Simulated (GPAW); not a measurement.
Wanted: an ASE script for a GPAW 26.7.0 run.

| Property | Result |
| --- | --- |
| Task | single point |
| Functional | PBE |
| Potentials or basis | GPAW PAW data sets (gpaw-data 1.2.1) |
| Cutoff | 450 eV |
| Basis | pw |
| k mesh | 8 × 8 × 2 |
| Occupations | fermi-dirac, width 0.05 eV |
| Spin | no spin polarisation |
| Maxiter | 120 |
| Convergence | default |

MoS2:

```
Mo S
1.0
     3.16900    0.00000    0.00000
    -1.58450    2.74443    0.00000
     0.00000    0.00000   12.32400
Mo S
2 4
Cartesian
  1.5845 0.9148 9.2430
  0.0000 1.8296 3.0810
  1.5845 0.9148 4.6461
  0.0000 1.8296 10.8081
  1.5845 0.9148 1.5159
  0.0000 1.8296 7.6779
```

The input as run:

run.py

```python
from ase import Atoms
from ase.dft.bandgap import bandgap
from ase.io import write
from ase.units import GPa
from gpaw import GPAW, PW

atoms = Atoms(['Mo', 'Mo', 'S', 'S', 'S', 'S'],
              cell=[[3.169, 0.0, 0.0],
                    [-1.5845, 2.7444345046, 0.0],
                    [0.0, 0.0, 12.324]],
              scaled_positions=[[0.6666666667, 0.3333333333, 0.75],
                                [0.3333333333, 0.6666666667, 0.25],
                                [0.6666666667, 0.3333333333, 0.377],
                                [0.3333333333, 0.6666666667, 0.877],
                                [0.6666666667, 0.3333333333, 0.123],
                                [0.3333333333, 0.6666666667, 0.623]],
              pbc=True)

calc = GPAW(mode=PW(450),
            xc='PBE',
            kpts={'size': (8, 8, 2), 'gamma': True},
            occupations={'name': 'fermi-dirac', 'width': 0.05},
            nbands=46,
            maxiter=120,
            txt='gpaw.txt')
atoms.calc = calc
energy = atoms.get_potential_energy()
forces = atoms.get_forces()
stress = atoms.get_stress()
calc.write('gs.gpw')
write('result.traj', atoms)
print(f'Energy: {energy:.6f} eV')
print('Forces (eV/A):')
print(forces.round(4))
print('Stress (GPa):', (stress / GPa).round(3))
print('Fermi level:', round(calc.get_fermi_level(), 4), 'eV')
print(f'Gap: {bandgap(calc)[0]:.4f} eV, direct: {bandgap(calc, direct=True)[0]:.4f} eV')
```

Potentials or basis: GPAW PAW data sets (gpaw-data 1.2.1), pw.

The run is started by

```console
$ OMP_NUM_THREADS=1 python run.py
```

Results of the run:

| Property | Result |
| --- | --- |
| Pressure | 1.8 GPa |
| Largest force | 0.057 eV/Å |
| Band gap on the k mesh | 0.97 eV, indirect (least direct gap 1.91 eV) |

Caveat: the cutoff is short for stress and forces, so pressures can be off by a GPa or more; this functional lacks dispersion, which binds the layers, so the pressure and a relaxed spacing across them are unreliable.

It took 67 s on 1 thread of Intel(R) Xeon(R) Processor @ 2.50GHz (Skylake/Cascade Lake) (shared host), peak memory 0.2 GiB.
